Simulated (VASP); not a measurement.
# Rh (P6_3/mmc) in VASP: a series of runs

One crystal, Rh, is run at these levels: r2SCAN, r2SCAN+rVV10; tasks: relaxation of cell and atoms.

All numbers are computed with VASP 6.6.1; they aren't measurements. Logs are shortened: lines on timing, memory, paths and dates and some standing lists are left out, and cuts for length are marked.

## (1) Starting point

Symmetry: P6_3/mmc, No. 194, hexagonal system. The conventional cell has a = 2.692 Å, b = 2.692 Å, c = 4.397 Å, α = 90.00°, β = 90.00°, γ = 120.00°. Rh (site symmetry -6m2) has 12 Rh at 2.69 Å as nearest neighbours.

This isn't the form of Rh at room conditions, which is fcc.

## (2) Relaxation of cell and atoms, r2SCAN

INCAR reads:

```
ALGO = Normal ; EDIFF = 1E-7
EDIFFG = -0.005 ; ENCUT = 600
IBRION = 2 ; ISIF = 3
ISMEAR = 0 ; LASPH = True
LCHARG = False ; LMIXTAU = True
LREAL = False ; LWAVE = False
METAGGA = R2SCAN ; NELM = 80
NSW = 90 ; PREC = Accurate
SIGMA = 0.1
```

KPOINTS reads:

```
k-points
0
Gamma
  18 18 10
```

POSCAR reads:

```
Rh
1.0
    2.6923490400      0.0000000000      0.0000000000
   -1.3461745200      2.3316426600      0.0000000000
    0.0000000000      0.0000000000      4.3966059800
Rh
2
Direct
    0.3333333300      0.6666666700      0.2500000000
    0.6666666700      0.3333333300      0.7500000000
```

Potentials or basis: VASP PAW PBE potentials, release 64 (Rh_pv).

On the command line:

```bash
> cat potpaw_PBE.64/Rh_pv/POTCAR > POTCAR
> mpirun -np 1 vasp_std > vasp.out
```

OUTCAR:

```text
EDIFF = 1E-7
   EDIFFG = -0.005
   ENCUT = 600
   IBRION = 2
   ISIF = 3
   ISMEAR = 0
   LASPH = True
   LREAL = False
   METAGGA = R2SCAN
   NELM = 80
   NSW = 90
   PREC = Accurate

 ion  position               nearest neighbor table
   1  0.333  0.667  0.250-   2 2.69   2 2.69   2 2.69   2 2.69   2 2.69   2 2.69
   2  0.667  0.333  0.750-   1 2.69   1 2.69   1 2.69   1 2.69   1 2.69   1 2.69

  LATTYP: Found a hexagonal cell.
 ALAT       =     2.6923490400
 C/A-ratio  =     1.6329999991

  Lattice vectors:

 A1 = (   2.6923490400,   0.0000000000,   0.0000000000)
 A2 = (  -1.3461745200,   2.3316426600,   0.0000000000)
 A3 = (   0.0000000000,   0.0000000000,   4.3966059800)

Analysis of symmetry for initial positions (statically):
=====================================================================
 Subroutine PRICEL returns:
 Original cell was already a primitive cell.

 Routine SETGRP: Setting up the symmetry group for a
 hexagonal supercell.

 Subroutine GETGRP returns: Found 24 space group operations
 (whereof 12 operations were pure point group operations)
 out of a pool of 24 trial point group operations.

The static configuration has the point symmetry D_3d.
 The point group associated with its full space group is D_6h.

Analysis of symmetry for dynamics (positions and initial velocities):
=====================================================================
 Subroutine PRICEL returns:
 Original cell was already a primitive cell.

 Routine SETGRP: Setting up the symmetry group for a
 hexagonal supercell.

 Subroutine GETGRP returns: Found 24 space group operations
 (whereof 12 operations were pure point group operations)
 out of a pool of 24 trial point group operations.

The dynamic configuration has the point symmetry D_3d.
 The point group associated with its full space group is D_6h.

 Subroutine INISYM returns: Found 24 space group operations
 (whereof 12 operations are pure point group operations),
 and found     1 'primitive' translations

----------------------------------------------------------------------------------------

                                     Primitive cell

  volume of cell :      27.6001

  direct lattice vectors                    reciprocal lattice vectors
     2.692349040  0.000000000  0.000000000     0.371422867  0.214441093  0.000000000
    -1.346174520  2.331642660  0.000000000     0.000000000  0.428882186  0.000000000
     0.000000000  0.000000000  4.396605980     0.000000000  0.000000000  0.227448174

  length of vectors
     2.692349040  2.692349036  4.396605980     0.428882185  0.428882186  0.227448174

  position of ions in fractional coordinates (direct lattice)
     0.333333330  0.666666670  0.250000000
     0.666666670  0.333333330  0.750000000

  ion indices of the primitive-cell ions
   primitive index   ion index
                 1           1
                 2           2

----------------------------------------------------------------------------------------

 KPOINTS: k-points

Automatic generation of k-mesh.
 Grid dimensions read from file:
 generate k-points for:   18   18   10

 Generating k-lattice:

  Cartesian coordinates                     Fractional coordinates (reciprocal lattice)
     0.020634604  0.011913394  0.000000000     0.055555556  0.000000000  0.000000000
     0.000000000  0.023826788  0.000000000     0.000000000  0.055555556  0.000000000
     0.000000000  0.000000000  0.022744817     0.000000000  0.000000000  0.100000000

  Length of vectors
     0.023826788  0.023826788  0.022744817

  Shift w.r.t. Gamma in fractional coordinates (k-lattice)
     0.000000000  0.000000000  0.000000000

 Subroutine IBZKPT returns following result:
 ===========================================

 Found    222 irreducible k-points:

 Following reciprocal coordinates:
            Coordinates               Weight
  0.000000  0.000000  0.000000      1.000000
  0.055556  0.000000  0.000000      6.000000
  0.111111  0.000000  0.000000      6.000000
  0.166667  0.000000  0.000000      6.000000
  0.222222  0.000000  0.000000      6.000000
  0.277778  0.000000  0.000000      6.000000
[... 16 lines left out ...]
  0.333333  0.111111  0.000000     12.000000
  0.388889  0.111111  0.000000     12.000000
 [... further k-points ...]
   k-points           NKPTS =    222   k-points in BZ     NKDIM =    222   number of bands    NBANDS=     19
   number of dos      NEDOS =    301   number of ions     NIONS =      2
   total plane-waves  NPLWV =  20736
   dimension x,y,z NGX =    24 NGY =   24 NGZ =   36
   dimension x,y,z NGXF=    48 NGYF=   48 NGZF=   72
   ions per type =               2
   NGX,Y,Z   is equivalent  to a cutoff of  14.82, 14.82, 13.61 a.u.
   NGXF,Y,Z  is equivalent  to a cutoff of  29.64, 29.64, 27.22 a.u.
 SYSTEM =  unknown system
   PREC   = accura    normal or accurate (medium, high low for compatibility)
   ISTART =      0    job   : 0-new  1-cont  2-samecut
   ICHARG =      2    charge: 1-file 2-atom 10-const
   ISPIN  =      1    spin polarized calculation?
   LNONCOLLINEAR =      F non collinear calculations
   LSORBIT =      F    spin-orbit coupling
   LASPH  =      T    aspherical Exc in radial PAW
   ENCUT  =  600.0 eV  44.10 Ry    6.64 a.u.   5.38  5.38  8.78*2*pi/ulx,y,z
   NELM   =     80;   NELMIN=  2; NELMDL= -5     # of ELM steps
   EDIFF  = 0.1E-06   stopping-criterion for ELM
   LREAL  =      F    real-space projection
   EDIFFG = -.5E-02   stopping-criterion for IOM
   NSW    =     90    number of steps for IOM
   IBRION =      2    ionic relax: 0-MD 1-quasi-New 2-CG
   NFREE  =      1    steps in history (QN), initial steepest desc. (CG)
   ISIF   =      3    stress and relaxation
   ISYM   =      2    0-nonsym 1-usesym 2-fastsym
   POTIM  = 0.5000    time-step for ionic-motion
   TEBEG  =    0.0;   TEEND  =   0.0 temperature during run
   PSTRESS=    0.0 pullay stress
   NELECT =      30.0000    total number of electrons
   NUPDOWN=      -1.0000    fix difference up-down
   EMIN   =  10.00;   EMAX   =-10.00  energy-range for DOS
   EFERMI =   0.00;   METHOD = LEGACY
   ISMEAR =     0;   SIGMA  =   0.10  broadening in eV -4-tet -1-fermi 0-gaus
   EFERMI_NEDOS =   21; number of points for ismear=-14 and -15
   IALGO  =     38    algorithm
   IMIX   =      4    mixing-type and parameters
     AMIX     =   0.40;   BMIX     =  1.00
     AMIX_MAG =   1.60;   BMIX_MAG =  1.00
  volume/ion in A,a.u.               =      13.80        93.13
  Fermi-wavevector in a.u.,A,eV,Ry     =   1.683236  3.180854 38.549150  2.833283
  Thomas-Fermi vector in A             =   2.766473
   LORBIT       =      0    0 simple, 1 ext, 2 COOP (PROOUT), +10 PAW based schemes
   METAGGA = R2SCAN    functional components
   LHFCALC =     F    Hartree Fock is set to
   AEXX    =    0.0000 exact exchange contribution
   IVDW    =     0    specifies the selected vdW correction
   LEPSILON=     F    determine dielectric tensor
   LRPA    =     F    only Hartree local field effects (RPA)
 conjugate gradient relaxation of ions
 non-spin polarized calculation
 Gauss-broadening in eV      SIGMA  =   0.10
  energy-cutoff  :      600.00
  volume of cell :       27.60
 maximum number of plane-waves:       954
 NGX is ok and might be reduce to    24

--------------------------------------- Ionic step        1  -------------------------------------------

 number of electron      30.0000002 magnetization

 Free energy of the ion-electron system (eV)
  ---------------------------------------------------
  ext. energy  EPLUGINS =         0.00000000
  ---------------------------------------------------
  free energy    TOTEN  =       -48.18668192 eV

  energy without entropy =      -48.17020329  energy(sigma->0) =      -48.17844260

------------------------ aborting loop because EDIFF is reached ----------------------------------------

  FORCE on cell =-STRESS in cart. coord.  units (eV):
  Direction    XX          YY          ZZ          XY          YZ          ZX
  --------------------------------------------------------------------------------------
  -------------------------------------------------------------------------------------
  Total        0.2862390      0.2862390     -0.3816060      0.0000000      0.0000000      0.0000000
  in kB       16.6160772     16.6160771    -22.1520959      0.0000000      0.0000000      0.0000000
  external PRESSURE =       3.6933528 kB  Pullay stress =       0.0000000 kB
[... 129 lines left out ...]
  energy  without entropy=      -48.1738062768  energy(sigma->0) =      -48.18153962

--------------------------------------- Ionic step        5  -------------------------------------------

 number of electron      30.0000004 magnetization

 Free energy of the ion-electron system (eV)
  ---------------------------------------------------
  ext. energy  EPLUGINS =         0.00000000
  ---------------------------------------------------
  free energy    TOTEN  =       -48.19010835 eV

  energy without entropy =      -48.17433227  energy(sigma->0) =      -48.18222031

 E-fermi :  11.7527     XC(G=0): -15.1702

 val. band max:       11.7516708815   @ k =   0.4444   0.0556   0.4000
 cond. band min:      11.7527199598   @ k =   0.3333   0.3333   0.1000
 fundamental gap:      0.0010490782
 Fermi energy:        11.7526909344

 k-point     1 :       0.0000    0.0000    0.0000
  band No.  band energies     occupation
      1     -36.9337      2.00000
      2     -36.2311      2.00000
      3     -36.2311      2.00000
      4     -36.1311      2.00000
      5     -36.1143      2.00000
      6     -36.1143      2.00000
[... 11 lines left out ...]
     18      12.6833      0.00000
     19      20.8469      0.00000
[... 489 lines left out ...]
      3     -36.5909      2.00000
      4     -36.4319      2.00000
      5     -36.3283      2.00000
      6     -36.2527      2.00000
[... 11 lines left out ...]
     18      18.4648      0.00000
     19      22.6467      0.00000

 [... further k-points ...]

------------------------ aborting loop because EDIFF is reached ----------------------------------------

  FORCE on cell =-STRESS in cart. coord.  units (eV):
  Direction    XX          YY          ZZ          XY          YZ          ZX
  --------------------------------------------------------------------------------------
  -------------------------------------------------------------------------------------
  Total       -0.0003343     -0.0003343      0.0040951      0.0000000     -0.0000000      0.0000000
  in kB       -0.0193816     -0.0193816      0.2373991      0.0000000     -0.0000000      0.0000000
  external PRESSURE =       0.0662119 kB  Pullay stress =       0.0000000 kB
[... 17 lines left out ...]
  FREE ENERGIE OF THE ION-ELECTRON SYSTEM (eV)
  ---------------------------------------------------
  free  energy   TOTEN  =       -48.1901083462 eV

  energy  without entropy=      -48.1743322722  energy(sigma->0) =      -48.18222031

 reached required accuracy - stopping structural energy minimisation
```

It took 12 min on 1 thread of Intel Xeon 6975P-C (Granite Rapids), shared host; peak memory 0.26 GiB.

Results:

```
Free energy                            : -48.1901 eV
Relaxed volume                         : 13.82 Å³/atom
Relaxed cell                           : a = 2.707 Å, b = 2.707 Å, c = 4.355 Å, α = 90.00°, β = 90.00°, γ = 120.00°
Space group after relaxing (to 0.05 Å) : P6_3/mmc (No. 194)
Energy gained by relaxing              : 1.7 meV/atom
Ionic steps                            : 5
Pressure after relaxing                : 0.0 GPa
Band gap on the k mesh                 : none (metal or under the smearing width)
```

The path:
| step | energy change (eV) | largest force (eV/Å) | pressure (GPa) | volume (Å³) |
| --- | --- | --- | --- | --- |
| 1 | 0.0000 | 0.0000 | 0.37 | 27.60 |
| 2 | -0.0032 | 0.0000 | -0.87 | 27.72 |
| 3 | -0.0032 | 0.0000 | -0.71 | 27.71 |
| 4 | -0.0026 | 0.0000 | 1.57 | 27.49 |
| 5 | -0.0034 | 0.0000 | 0.01 | 27.64 |

Final structure:
```
CELL_PARAMETERS angstrom
2.70715 0.00000 0.00000
-1.35357 2.34446 0.00000
0.00000 0.00000 4.35455
ATOMIC_POSITIONS crystal
Rh 0.33333 0.66667 0.25000
Rh 0.66667 0.33333 0.75000
```

Levels at points of the mesh, in eV from the Fermi level:
| k point | band 12 | band 13 | band 14 | band 15 | band 16 | band 17 | band 18 | band 19 |
| --- | --- | --- | --- | --- | --- | --- | --- | --- |
| (0.00, 0.00, 0.00) | -2.59 | -2.59 | -2.04 | -2.04 | 0.12 | 0.12 | 0.93 | 9.09 |
| (0.50, 0.00, 0.00) | -2.29 | -2.19 | 0.39 | 0.64 | 0.72 | 3.16 | 5.37 | 10.87 |
| (0.00, 0.00, 0.50) | -3.27 | -3.27 | -3.27 | -0.47 | -0.47 | -0.47 | -0.47 | 15.57 |
| (0.50, 0.00, 0.50) | -1.76 | -0.31 | -0.31 | 0.59 | 0.59 | 2.84 | 2.84 | 9.75 |

Caveat: the PAW data sets were made with another functional, which shifts forces and pressure a little.

## (3) Relaxation of cell and atoms, r2SCAN+rVV10

INCAR reads:

```
ALGO = Normal ; BPARAM = 11.95
CPARAM = 0.0093 ; EDIFF = 1E-7
EDIFFG = -0.005 ; ENCUT = 600
IBRION = 2 ; ISIF = 3
ISMEAR = 0 ; IVDW_NL = 2
LASPH = True ; LCHARG = False
LMIXTAU = True ; LREAL = False
LUSE_VDW = True ; LWAVE = False
METAGGA = R2SCAN ; NELM = 80
NSW = 90 ; PREC = Accurate
SIGMA = 0.1
```

KPOINTS is that of step 2.

POSCAR is that of step 2.

Potentials or basis: VASP PAW PBE potentials, release 64 (Rh_pv).

On the command line:

```bash
> cat potpaw_PBE.64/Rh_pv/POTCAR > POTCAR
> mpirun -np 1 vasp_std > vasp.out
```

It took 19 min on 1 thread of Intel Xeon 6975P-C (Granite Rapids), shared host; peak memory 0.36 GiB.

Results (log left out):

```yaml
Free_energy: -47.5955 eV
Relaxed_volume: 13.70 Å³/atom
Relaxed_cell: a = 2.699 Å, b = 2.699 Å, c = 4.343 Å, α = 90.00°, β = 90.00°, γ = 120.00°
Space_group_after_relaxing_to_0.05_Å: P6_3/mmc (No. 194)
Energy_gained_by_relaxing: 2.3 meV/atom
Ionic_steps: 8
Pressure_after_relaxing: 0.0 GPa
Band_gap_on_the_k_mesh: none (metal or under the smearing width)
```

The path:
```tsv
step	energy change (eV)	largest force (eV/Å)	pressure (GPa)	volume (Å³)
1	0.0000	0.0000	-2.06	27.60
2	0.0043	0.0000	5.73	26.89
3	-0.0034	0.0000	0.93	27.31
4	-0.0044	0.0000	-0.29	27.43
5	-0.0047	0.0000	0.06	27.40
6	-0.0047	0.0000	0.04	27.40
7	-0.0047	0.0000	-0.08	27.41
8	-0.0047	0.0000	0.00	27.40
```

Final structure:
```
CELL_PARAMETERS angstrom
2.69920 0.00000 0.00000
-1.34960 2.33758 0.00000
0.00000 0.00000 4.34302
ATOMIC_POSITIONS crystal
Rh 0.33333 0.66667 0.25000
Rh 0.66667 0.33333 0.75000
```

Levels at points of the mesh, in eV from the Fermi level:
| k point | band 13 | band 14 | band 15 | band 16 | band 17 | band 18 |
| --- | --- | --- | --- | --- | --- | --- |
| (0.00, 0.00, 0.00) | -2.63 | -2.06 | -2.06 | 0.12 | 0.12 | 0.89 |
| (0.50, 0.00, 0.00) | -2.24 | 0.40 | 0.65 | 0.73 | 3.18 | 5.40 |
| (0.00, 0.00, 0.50) | -3.31 | -3.31 | -0.48 | -0.48 | -0.48 | -0.48 |
| (0.50, 0.00, 0.50) | -0.32 | -0.32 | 0.60 | 0.60 | 2.84 | 2.84 |

Caveat: the PAW data sets were made with another functional, which shifts forces and pressure a little.
